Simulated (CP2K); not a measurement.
InSe:

```
In Se
1.0
     4.00000    0.00000    0.00000
    -2.00000    3.46410    0.00000
    -2.00000   -1.15470    8.44000
In Se
2 2
Direct
  0.77720 0.88860 0.66580
  0.00000 0.00000 0.00000
  0.34380 0.17190 0.51570
  0.76700 0.38350 0.15050
```

Base run:

- Program: CP2K 2026.2
- Functional: PBEsol
- Potentials or basis: POTENTIAL_UZH In GTH-PBE0-q13, Se GTH-PBE0-q6; DZVP-MOLOPT-SR-GTH basis
- Density cutoff: 6123 eV
- k mesh: 8 × 8 × 8
- Occupations: fermi-dirac, width 0.05 eV
- Spin: no spin polarisation

Its results: band gap on the k mesh 0.37 eV, direct; pressure 1.8 GPa; largest force 0.328 eV/Å.

Problem. The run is repeated on the same cell with these changes: potentials or basis from POTENTIAL_UZH In GTH-PBE0-q13, Se GTH-PBE0-q6; DZVP-MOLOPT-SR-GTH basis to GTH_POTENTIALS In GTH-PADE-q13, Se GTH-PADE-q6; DZVP-MOLOPT-SR-GTH basis; potentials from In GTH-PBE0-q13 of POTENTIAL_UZH, Se GTH-PBE0-q6 of POTENTIAL_UZH to In GTH-PADE-q13 of GTH_POTENTIALS, Se GTH-PADE-q6 of GTH_POTENTIALS. What comes out?

Solution. Band gap on the k mesh 0.32 eV, direct; pressure 0.0 GPa; largest force 0.296 eV/Å.

Caveats: the potentials were made for another functional, which shifts forces and pressure; spin-orbit coupling is left out, which moves the levels of the heavy elements; this functional lacks dispersion, which binds the layers, so the pressure and a relaxed spacing across them are unreliable; the basis of atomic orbitals isn't converged, which shifts pressures, moduli and gaps.

Not every run made on this cell is shown here.
